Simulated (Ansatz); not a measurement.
## BeS (F-43m): G0W0 and the treatment of frequencies and band sums

```
Be S
1.0
     0.00000    2.41000    2.41000
     2.41000    0.00000    2.41000
     2.41000    2.41000    0.00000
Be S
1 1
Cartesian
  0.0000 0.0000 0.0000
  1.2050 1.2050 1.2050
```

Held fixed (Ansatz):

```json
{
  "orbitals": "PBE",
  "datasets": "hard PAW set made for 700 eV",
  "k mesh": "4×4×4",
  "response cutoff": "200 eV",
  "wave cutoff": "700 eV"
}
```

The gap is read from Γ to k = (0, -0.5, -0.5), linearised, between the Kohn-Sham band edges among the points solved. ε∞ is the electronic dielectric constant on this mesh. Runs with cut sums weigh the q → 0 term analytically. The completed-sum build treats it its own way, which on a coarse mesh shifts the gap as well.

Question: Taking contour deformation, sums cut at 180 empty bands as the reference, which of the others (plasmon pole fitted at 19.85i eV, sums cut at 180 empty bands; contour deformation, 74 empty bands and completed sums (trial build, its own q → 0 term)) gives the gap farthest from it?

Answer: Farthest from contour deformation, sums cut at 180 empty bands in the G0W0 gap: contour deformation, 74 empty bands and completed sums (trial build, its own q → 0 term) (+0.20 eV). The nearest differs by 0.059 eV.

```csv
treatment,KS gap (eV),G0W0 gap (eV),ε∞
"contour deformation, sums cut at 180 empty bands",3.05,4.38,5.8
"plasmon pole fitted at 19.85i eV, sums cut at 180 empty bands",3.05,4.32,5.8
"contour deformation, 74 empty bands and completed sums (trial build, its own q → 0 term)",3.05,4.58,5.8
```

The cell is a model at fixed atoms and needn't be the relaxed known crystal. Points k are given in fractions of the reciprocal vectors. The mesh is coarse, so these are values at the stated settings, not converged ones. Band sums or response are cut, so the gap isn't at its basis limit. The gap is read on the mesh, and the crystal's band edges can lie off it. Meshes this coarse can overestimate the dielectric constant by a tenth and more.
